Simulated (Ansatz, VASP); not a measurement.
# Rh: VASP beside Ansatz

File INCAR:

```
SYSTEM = Rh
PREC = Accurate ; ENCUT = 520
EDIFF = 1E-7 ; ISMEAR = 1
SIGMA = 0.02 ; LREAL = .False.
LASPH = .True. ; NELM = 80
ALGO = Fast ; ISIF = 2
LWAVE = .False. ; LCHARG = .True.
GGA = PE ; LELF = .True.
LVHAR = .True. ; NBANDS = 14
```

KPOINTS

```
Automatic mesh
0
Gamma
  22 22 22
  0 0 0
```

Contents of POSCAR:

```
Rh
1.0
    0.0000000000      1.8540112500      1.9490887500
    1.8540112500      0.0000000000      1.9490887500
    1.8540112500      1.8540112500      0.0000000000
Rh
1
Direct
    0.0000000000      0.0000000000      0.0000000000
```

Input for Ansatz:

```yaml
crystal:
  lattice:
    - [0.0, 1.85401125, 1.94908875]
    - [1.85401125, 0.0, 1.94908875]
    - [1.85401125, 1.85401125, 0.0]
  atoms:
    - { symbol: Rh, position: [0.0, 0.0, 0.0] }
basis:
  ecutwfc: 420
kpoints:
  mp_grid: { grid: [22, 22, 22] }
hamiltonian:
  xc: pbe
scf:
  occupations: { method: cold, width: 0.02 }
output:
  forces: true
  stress: true
  eigenvalues: true
```

Change from the starting cell: strain -0.025 along x and y, +0.025 along z, atoms carried along.

Alike in both runs: task single point; functional PBE; k mesh 22 × 22 × 22; no spin polarisation.

|  | VASP | Ansatz |
| --- | --- | --- |
| version | VASP 6.6.1 | Ansatz 0.2.0 |
| potentials or method | VASP PAW PBE potentials, release 64 (Rh_pv) | scalar-relativistic, plane waves, PAW |
| plane-wave cutoff (eV) | 520 | 420 |
| occupations | methfessel-paxton of order 1, width 0.02 eV | cold, width 0.02 eV |
| valence electrons in the cell | 15 | 17 |

Ansatz gave:

| Item | Value |
| --- | --- |
| gap on the k mesh at the Fermi level (eV) | none |
| pressure (GPa) | 14.0 |
| largest component of the traceless stress (GPa) | 8.97 |

Question: What did VASP give for the same quantities?

Answer: gap on the k mesh at the Fermi level (eV): none; pressure (GPa): 14.1; largest component of the traceless stress (GPa): 8.95.

A gap of «none» marks a metal or a gap that the smearing closes. The two sets of potentials don't hold the same shells in valence.
